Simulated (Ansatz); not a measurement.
# Lu: pressure as volume scale varies

Plane-wave DFT, scalar-relativistic PAW made under PBE with cores redone for the functional, no dispersion; the given relaxed cell is scaled uniformly, energy at zero smearing counts from the unscaled cell, pressure at the given Fermi-Dirac smearing is positive in compression. The results are calculated, by Ansatz 0.2.0.

The cell before it is scaled or strained (space group Fd-3m, No. 227):
```
cell vectors (Å)
   0.0000     3.7606     3.7606
   3.7606     0.0000     3.7606
   3.7606     3.7606     0.0000
atoms (fractions of the cell vectors)
Lu  0.12500  0.12500  0.12500
Lu  0.87500  0.87500  0.87500
```

Settings of every row: spin polarised no; functional revPBE; wave cutoff 420 eV; smearing width 0.1 eV; k mesh 8x8x8.

Atom starting moment: 0 on all atoms.

Limits: the cell comes from a prototype or a list of computed structures and needn't be the stable phase.

| row | volume scale | V (Å³/atom) | pressure (GPa) | energy change per atom (meV) |
| --- | --- | --- | --- | --- |
| 1 | 0.88 | 46.801 | 1.73 | 29.27 |
| 2 | 0.92 | 48.928 | 1.11 | 11.78 |
| 3 | 0.96 | 51.056 | 0.54 | 2.32 |
| 4 | 1.04 | 55.31 | -0.4 | 4.04 |
| 5 | 1.08 | 57.437 | ? | ? |
| 6 | 1.12 | 59.565 | -1.13 | 28.56 |

Question: what pressure should row 5 give?

Worked fit of pressure. Take u = (V_r/V)^(2/3) − 1 with V_r = 51.056 Å³ an atom, which is twice the finite (Eulerian) strain; such expansions in the strain, on which the Birch-Murnaghan equation of state is built, carry the rest volume and the bulk modulus. The shown rows have u = 0.05973, 0.02879, 0, -0.05196, -0.09766. Least squares give pressure = 0.541 + 18.92 × u + 18.2 × u² GPa; a straight line predicts inner rows, each left out in turn, worse (root mean square 0.055 against 0.011 GPa). The rows lie off it by -0.01, 0.01, 0.00, -0.01, 0.00. The pressure vanishes at u = -0.0294, or V = 53.4 Å³ an atom, and there the bulk modulus at fixed shape and fractions is B = −V dP/dV = (2/3)(1 + u) dP/du = 11.5 GPa. The withheld row has u = -0.07551, so the fit gives 0.541 + 18.92 × (-0.07551) + 18.2 × (-0.07551)² = -0.78 GPa.

The calculation gave -0.8 GPa. The fit lies 0.02 GPa (0.7 % of the column's range) above it; its largest miss of a shown row is 0.01 GPa.

The other values of row 5: energy change per atom 13.77 meV.
